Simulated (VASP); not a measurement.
The system is ZrS.

```
Zr S
1.0
     0.00000    2.62500    2.62500
     2.62500    0.00000    2.62500
     2.62500    2.62500    0.00000
Zr S
1 1
Direct
  0.00000 0.00000 0.00000
  0.50000 0.50000 0.50000
```

- Program: VASP 6.6.1
- Task: relaxation of cell and atoms
- Functional: SCAN
- Potentials or basis: VASP PAW PBE potentials, release 64 (Zr_sv, S)
- Cutoff: 600 eV
- k mesh: 9 × 9 × 9
- Occupations: fermi-dirac, width 0.05 eV
- Spin: no spin polarisation

At the start: pressure -2.5 GPa; volume 18.09 Å³/atom.

Where does the relaxation end?

Over 3 steps the energy falls by 2.7 meV/atom and the volume is 17.75 Å³/atom (-1.9 %); space group Fm-3m (No. 225, to 0.05 Å).

Step by step:
| step | energy change (eV) | largest force (eV/Å) | pressure (GPa) | volume (Å³) |
| --- | --- | --- | --- | --- |
| 1 | 0.0000 | 0.0000 | -2.55 | 36.18 |
| 2 | 0.0029 | 0.0000 | 3.40 | 34.69 |
| 3 | -0.0055 | 0.0000 | -0.02 | 35.50 |

Final structure:
```
CELL_PARAMETERS angstrom
0.00000 2.60861 2.60861
2.60861 0.00000 2.60861
2.60861 2.60861 0.00000
ATOMIC_POSITIONS crystal
Zr 0.00000 0.00000 0.00000
S 0.50000 0.50000 0.50000
```

Caveat: the PAW data sets were made with another functional, which shifts forces and pressure a little.
